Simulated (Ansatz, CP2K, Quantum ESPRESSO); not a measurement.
## Zn: 3 runs at one level of theory

```xyz
5
Lattice="2.6170 0.0000 0.0000 -1.3085 2.2682 0.0000 0.0000 0.0000 24.7168" Properties=species:S:1:pos:R:3 pbc="T T T"
Zn    0.0000    1.5394    7.5000
Zn    0.0000    0.0523    9.9164
Zn    0.0000    1.5917   12.3584
Zn    1.3085    0.8630   14.8004
Zn    0.0000    1.6440   17.2168
```

Alike in all runs: functional PBE; k mesh 12 × 12 × 1; occupations fermi-dirac, width 0.05 eV; no spin polarisation; no spin-orbit coupling.

```csv
program and potentials,plane-wave cutoff (eV),notes,band gap (eV),largest force (eV/Å)
"Ansatz, Ansatz PAW",420,12 valence electrons an atom on average,?,?
"CP2K, POTENTIAL_UZH Zn GTH-PBE-q12; TZVP-MOLOPT-PBE-GTH basis",-,atomic basis; 12 valence electrons an atom on average,no gap,0.154
"Quantum ESPRESSO, Ansatz NC SR PBE",1143,20 valence electrons an atom on average,no gap,0.181
```

Task: Estimate from the other rows what the run with Ansatz, Ansatz PAW gave.

Result: No band gap; largest force 0.182 eV/Å. The other rows, which needn't bracket it: largest force 0.154 to 0.181.
